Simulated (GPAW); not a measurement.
A run of GPAW 26.7.0 is set up as follows.

run.py

```python
from ase.dft.bandgap import bandgap
from ase.io import read, write
from ase.units import GPa
from gpaw import GPAW, PW

atoms = read('POSCAR')

calc = GPAW(mode=PW(800),
            xc='PBE',
            kpts={'size': (10, 10, 5), 'gamma': True},
            occupations={'name': 'methfessel-paxton', 'order': 0, 'width': 0.022},
            nbands=19,
            convergence={'density': 1e-05, 'energy': 1e-05},
            maxiter=150,
            txt='gpaw.txt')
atoms.calc = calc
energy = atoms.get_potential_energy()
forces = atoms.get_forces()
stress = atoms.get_stress()
calc.write('gs.gpw')
write('result.traj', atoms)
print(f'Energy: {energy:.6f} eV')
print('Forces (eV/A):')
print(forces.round(4))
print('Stress (GPa):', (stress / GPa).round(3))
print('Fermi level:', round(calc.get_fermi_level(), 4), 'eV')
print(f'Gap: {bandgap(calc)[0]:.4f} eV, direct: {bandgap(calc, direct=True)[0]:.4f} eV')
```

Contents of POSCAR:

```
Mg
1.0
    3.2093000000      0.0000000000      0.0000000000
   -1.6046500000      2.7793353284      0.0000000000
    0.0000000000      0.0000000000      5.2103000000
Mg
2
Direct
    0.6666666667      0.3333333333      0.7500000000
    0.3333333333      0.6666666667      0.2500000000
```

Potentials or basis: GPAW PAW data sets (gpaw-data 1.2.1), pw.

The run is started by

```console
$ OMP_NUM_THREADS=1 python run.py
```

(1) Predict the pressure.

(2) What does it give for the band gap on the k mesh?

Results:

(1) -0.5 GPa.

(2) none (metal or under the smearing width).
